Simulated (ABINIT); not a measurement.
# KI (Fm-3m): G0W0 with ABINIT, start to end

Wanted: ground state, empty states, screening and self-energy for KI (Fm-3m).

Method: PBE and many-body steps on it, plane waves, in ABINIT 10.8.3.

## 1. Set-up

Symmetry: Fm-3m, No. 225, cubic system. The conventional cell has a = 7.066 Å, b = 7.066 Å, c = 7.066 Å, α = 90.00°, β = 90.00°, γ = 90.00°. Nearest to K lie 6 I at 3.53 Å. Nearest to I lie 6 K at 3.53 Å. Farther neighbours and most contacts between anions are not listed.

Coordinates:

```cif
data_structure
_symmetry_space_group_name_H-M 'Fm-3m'
_symmetry_Int_Tables_number 225
_cell_length_a 7.0655
_cell_length_b 7.0655
_cell_length_c 7.0655
_cell_angle_alpha 90.000
_cell_angle_beta 90.000
_cell_angle_gamma 90.000
_cell_volume 352.73
loop_
_atom_site_label
_atom_site_type_symbol
_atom_site_symmetry_multiplicity
_atom_site_Wyckoff_symbol
_atom_site_fract_x
_atom_site_fract_y
_atom_site_fract_z
_atom_site_occupancy
K1 K 4 a 0.00000 0.00000 0.00000 1
I1 I 4 b 0.50000 0.00000 0.00000 1
```

The cell and positions come from the Crystallography Open Database and are kept as given unless a step says otherwise. Spin-orbit coupling is left out unless a step names it.

## 2. Ground state

This step: ABINIT 10.8.3; DFT, PBE, plane waves, norm-conserving pseudopotentials.

The ground-state density comes first.

run.abi

```
acell 3*1.0 Angstrom
rprim 
  0.000000000000 3.532775000000 3.532775000000
  3.532775000000 0.000000000000 3.532775000000
  3.532775000000 3.532775000000 -0.000000000000
ntypat 2
znucl 19 53
natom 2
typat 1 2
xred 
  0.000000000000 0.000000000000 0.000000000000
  0.500000000000 0.500000000000 0.500000000000
pp_dirpath "pseudos"
pseudos "K.upf, I.upf"
ecut 33
ngkpt 6 6 6
nshiftk 1
shiftk 0 0 0
kptopt 1
chksymbreak 0
nband 13
occopt 1
tolvrs 1e-10
nstep 60
prtwf 0
optforces 0
optstress 0
indata_prefix "in"
outdata_prefix "out"
tmpdata_prefix "tmp"
```

On the command line:

```sh
> OMP_NUM_THREADS=1 mpirun -n 4 abinit run.abi > log
```

Numbers of over 12 decimals in the logs are rounded to 6 here.

The program printed:

```text
.Version 10.8.3 of ABINIT. v10.8.2 released Aug 2026.

 Symmetries : space group Fm -3 m (#225); Bravais cF (face-center cubic)
================================================================================
 Values of the parameters that define the memory need of the present run
     intxc =       0    ionmov =       0      iscf =       7    lmnmax =       6
     lnmax =       6     mgfft =      50  mpssoang =       3    mqgrid =    3001
     natom =       2  nloc_mem =       1    nspden =       1   nspinor =       1
    nsppol =       1      nsym =      48    n1xccc =    2501    ntypat =       2
    occopt =       1   xclevel =       2
-    mband =          13        mffmem =           1         mkmem =           4
       mpw =        5405          nfft =      125000          nkpt =          16
================================================================================
  Rough estimation (10% accuracy) of disk space for files :
================================================================================

--------------------------------------------------------------------------------
------------- Echo of variables that govern the present computation ------------
--------------------------------------------------------------------------------
 -outvars: echo values of preprocessed input variables --------
            acell      1.8897261259E+00  1.8897261259E+00  1.8897261259E+00 Bohr

      chksymbreak           0
             ecut      3.30000000E+01 Hartree
-          fftalg         312

              ixc     -101130
              kpt      0.00000000E+00  0.00000000E+00  0.00000000E+00
                       1.66666667E-01  0.00000000E+00  0.00000000E+00
                       3.33333333E-01  0.00000000E+00  0.00000000E+00
                       5.00000000E-01  0.00000000E+00  0.00000000E+00
                       1.66666667E-01  1.66666667E-01  0.00000000E+00
                       3.33333333E-01  1.66666667E-01  0.00000000E+00
                       5.00000000E-01  1.66666667E-01  0.00000000E+00
                      -3.33333333E-01  1.66666667E-01  0.00000000E+00
                      -1.66666667E-01  1.66666667E-01  0.00000000E+00
   [... 5 further rows ...]
                      -3.33333333E-01  3.33333333E-01  1.66666667E-01
                      -3.33333333E-01  5.00000000E-01  1.66666667E-01
         kptrlatt        6    0    0      0    6    0      0    0    6
          kptrlen      5.66475451E+01
P           mkmem           4
            natom           2
            nband          13
            ngfft          50      50      50
             nkpt          16
            nstep          60
             nsym          48
           ntypat           2
              occ      2.000000  2.000000  2.000000  2.000000  2.000000  2.000000
                       2.000000  2.000000  0.000000  0.000000  0.000000  0.000000
                       0.000000
        optforces           0
        optstress           0
            prtwf           0
            rprim      0.0000000000E+00  3.5327750000E+00  3.5327750000E+00
[...]
spgroup         225

           tolvrs      1.00000000E-10

             xred      0.0000000000E+00  0.0000000000E+00  0.0000000000E+00
[...]
znucl       19.00000   53.00000

================================================================================

 chkinp: Checking input parameters for consistency.

================================================================================
== DATASET  1 ==================================================================
-   mpi_nproc: 4, omp_nthreads: 1 (-1 if OMP is not activated)

--- !DatasetInfo
iteration_state: {dtset: 1, }
dimensions: {natom: 2, nkpt: 16, mband: 13, nsppol: 1, nspinor: 1, nspden: 1, mpw: 5405, }
cutoff_energies: {ecut:  33.0, pawecutdg:  -1.0, }
electrons: {nelect:   1.60000000E+01, charge:   0.00000000E+00, occopt:   1.00000000E+00, tsmear:   1.00000000E-02, }

 Real(R)+Recip(G) space primitive vectors, cartesian coordinates (Bohr,Bohr^-1):
 R(1)=  0.0000000  6.6759772  6.6759772  G(1)= -0.0748954  0.0748954  0.0748954
 R(2)=  6.6759772  0.0000000  6.6759772  G(2)=  0.0748954 -0.0748954  0.0748954
 R(3)=  6.6759772  6.6759772  0.0000000  G(3)=  0.0748954  0.0748954 -0.0748954
 Unit cell volume ucvol=  5.9507887E+02 bohr^3
 Angles (23,13,12)=  6.00000000E+01  6.00000000E+01  6.00000000E+01 degrees

 getcut: wavevector=  0.0000  0.0000  0.0000  ngfft=  50  50  50
         ecut(hartree)=     33.000   => boxcut(ratio)=   2.04876

--- Pseudopotential description ------------------------------------------------
- K Generated using ONCVPSP code by D. R. Hamann
- 19.00000   9.00000  171031                  znucl, zion, pspdat
12 -101130 2 -1 2222                          pspcod,pspxc,lmax,lloc,mmax
     nproj     2     2     2
  pspatm : epsatm=    8.42413758
         --- l  ekb(1:nproj) -->
[...]
pspatm: atomic psp has been read  and splines computed

- I Generated using ONCVPSP code by D. R. Hamann
- 53.00000   7.00000  171031                  znucl, zion, pspdat
12 -101130 2 -1 1196                          pspcod,pspxc,lmax,lloc,mmax
     nproj     2     2     2
  pspatm : epsatm=   19.17056757
         --- l  ekb(1:nproj) -->
[...]
2    4.134838    0.711910
 pspatm: atomic psp has been read  and splines computed

   4.41515282E+02                                ecore*ucvol(ha*bohr**3)
--------------------------------------------------------------------------------

_setup2: Arith. and geom. avg. npw (full set) are    5388.051    5388.035

================================================================================

--- !BeginCycle
iteration_state: {dtset: 1, }
solver: {iscf: 7, nstep: 60, nline: 4, wfoptalg: 0, }
tolerances: {tolvrs: 1.00E-10, }

     iter   Etot(hartree)      deltaE(h)  residm     vres2
 ETOT  1  -43.084150102588    -4.308E+01 2.534E-02 6.984E+01
 ETOT  2  -43.102403187570    -1.825E-02 2.146E-03 3.303E+00
 ETOT  3  -43.102515509612    -1.123E-04 1.060E-03 4.921E-01
 ETOT  4  -43.102523625818    -8.116E-06 4.845E-04 6.465E-02
 ETOT  5  -43.102525137926    -1.512E-06 6.316E-04 1.389E-03
 ETOT  6  -43.102525255408    -1.175E-07 5.937E-04 6.426E-05
 ETOT  7  -43.102525257404    -1.996E-09 7.598E-04 2.549E-06
 ETOT  8  -43.102525257521    -1.167E-10 5.321E-04 7.021E-08
 ETOT  9  -43.102525257525    -4.235E-12 5.695E-04 7.722E-10
 ETOT 10  -43.102525257523     1.855E-12 3.108E-04 2.422E-11

 At SCF step   10       vres2   =  2.42E-11 < tolvrs=  1.00E-10 =>converged.

--- !ResultsGS
iteration_state: {dtset: 1, }
comment   : Summary of ground state results
lattice_vectors:
- [  0.0000000,   6.6759772,   6.6759772, ]
- [  6.6759772,   0.0000000,   6.6759772, ]
- [  6.6759772,   6.6759772,  -0.0000000, ]
lattice_lengths: [   9.44126,    9.44126,    9.44126, ]
lattice_angles: [ 60.000,  60.000,  60.000, ] # degrees, (23, 13, 12)
lattice_volume:   5.9507887E+02
convergence: {deltae:  1.855E-12, res2:  2.422E-11, residm:  3.108E-04, diffor:  0.000E+00, }
etotal    :  -4.31025253E+01
entropy   :   0.00000000E+00
fermie    :   4.35632526E-03
cartesian_stress_tensor: null
pressure_GPa: null
xred      :
- [  0.0000E+00,   0.0000E+00,   0.0000E+00,  K]
- [  5.0000E-01,   5.0000E-01,   5.0000E-01,  I]
cartesian_forces: null
force_length_stats: {min: null, max: null, mean: null, }

 Integrated electronic density in atomic spheres:
 ------------------------------------------------
 Atom  Sphere_radius  Integrated_density
    1        2.00000          6.92264502
    2        2.00000          2.87372183
================================================================================

 ----iterations are completed or convergence reached----

 Mean square residual over all n,k,spin=   34.812E-07; max=  31.082E-05
 reduced coordinates (array xred) for    2 atoms
       0.000000000000      0.000000000000      0.000000000000
       0.500000000000      0.500000000000      0.500000000000
 rms dE/dt=  0.0000E+00; max dE/dt=  0.0000E+00; dE/dt below (all hartree)
    1       0.000000000000      0.000000000000      0.000000000000
    2       0.000000000000      0.000000000000      0.000000000000

 cartesian coordinates (angstrom) at end:
    1      0.000000     0.000000     0.000000
    2      3.532775     3.532775     3.532775
 length scales=  1.889726125908  1.889726125908  1.889726125908 bohr
              =  1.000000000000  1.000000000000  1.000000000000 angstroms
 prteigrs : about to open file out_EIG
 Fermi (or HOMO) energy (hartree) =   0.00436   Average Vxc (hartree)=  -0.26576
 Eigenvalues (hartree) for nkpt=  16  k points:
 kpt#   1, nband= 13, wtk=  0.00463, kpt=  0.0000  0.0000  0.0000 (reduced coord)
  -1.04300   -0.43616   -0.43616   -0.43616   -0.38166    0.00436    0.00436    0.00436
   0.14997    0.24342    0.24342    0.24342    0.26985
 prteigrs : prtvol=0 or 1, do not print more k-points.

--- !EnergyTerms
iteration_state     : {dtset: 1, }
comment             : Components of total free energy in Hartree
kinetic             :  1.34667133953278E+01
hartree             :  9.56437515154626E+00
xc                  : -1.04106413033510E+01
Ewald energy        : -2.74618377792638E+01
psp_core            :  7.41944137873510E-01
local_psp           : -3.51497426630674E+01
non_local_psp       :  6.14666380341155E+00
total_energy        : -4.31025252575232E+01
total_energy_eV     : -1.17287946295961E+03
band_energy         : -5.55993678185047E+00

== END DATASET(S) ==============================================================
================================================================================

 -outvars: echo values of variables after computation  --------
           etotal     -4.3102525258E+01
            nband          13
             nkpt          16
          spgroup         225
 [... the other variables as echoed above ...]

 Calculation completed.
```

Wall time 16 s (4 MPI ranks of Intel Xeon Platinum 8259CL at 2.50GHz (Skylake/Cascade Lake), shared host); peak memory 0.39 GiB; 62 s of CPU time.

This step gave:

```yaml
total_energy: -1172.8795 eV
gap: 3.962 eV
k_of_the_valence_top: 0, 0, 0
k_of_the_conduction_bottom: 0, 0, 0
least_direct_gap: 3.962 eV
```

The gap is direct, at Γ.

(Part 1 of 3 ends here.)

[Paths, hosts, dates, memory and timing lines, banners, echoed tables and standing remarks are left out of the program output.]

[Logs are printed without paths, hosts, clocks, repeated set-up lines and the standing remarks that a program may print on its own settings, such as how far it seeks lower states.]

[Runs of the session that timed out or met a known fault of the program may be left out.]

[Hosts, paths, dates, database ids (printed as entryN), source tags and the programs' standing remarks are cut or masked in the printed files.]

[G0W0 gaps are taken among the corrected bands and points alone; a level outside them can change the order at an edge.]

[Where Ansatz stands beside ABINIT at settings called matched, ABINIT's density can come from a denser mesh and the files from another edition; pairs whose starting gaps differed by over 0.03 eV were left out, so agreement reads better than it is.]
